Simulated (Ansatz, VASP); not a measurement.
# KBr in VASP and in Ansatz

```
CELL_PARAMETERS angstrom
5.61858 0.00000 0.00000
-2.80929 4.86583 0.00000
0.00000 0.00000 6.55383
ATOMIC_POSITIONS crystal
K 0.33333 0.66667 0.93750
K 0.66667 0.33333 0.43750
Br 0.33333 0.66667 0.43750
Br 0.66667 0.33333 0.93750
```

The cell was built by a generator and needn't be a form met in nature.

Alike in both runs: task single point; functional PBE; k mesh 6 × 6 × 4; occupations fermi-dirac, width 0.02 eV; no spin polarisation.

```csv
,VASP,Ansatz
version,VASP 6.6.1,Ansatz 0.2.0
potentials or method,"VASP PAW PBE potentials, release 64 (K_sv, Br)","plane waves, PAW"
plane-wave cutoff (eV),520,420
valence electrons in the cell,32,32
```

```tsv
	VASP	Ansatz	Ansatz less VASP
gap on the k mesh at the Fermi level (eV)	4.19	4.19	+0.001
pressure (GPa)	0.4	0.4	-0.03
largest component of the traceless stress (GPa)	0.10	0.10	-0.006
```

The functional is the same, so the differences come from potentials, cutoffs and numerics.

A k mesh can miss the band edges. Expect the measured gap to be larger: semilocal functionals such as PBE lack the derivative discontinuity.
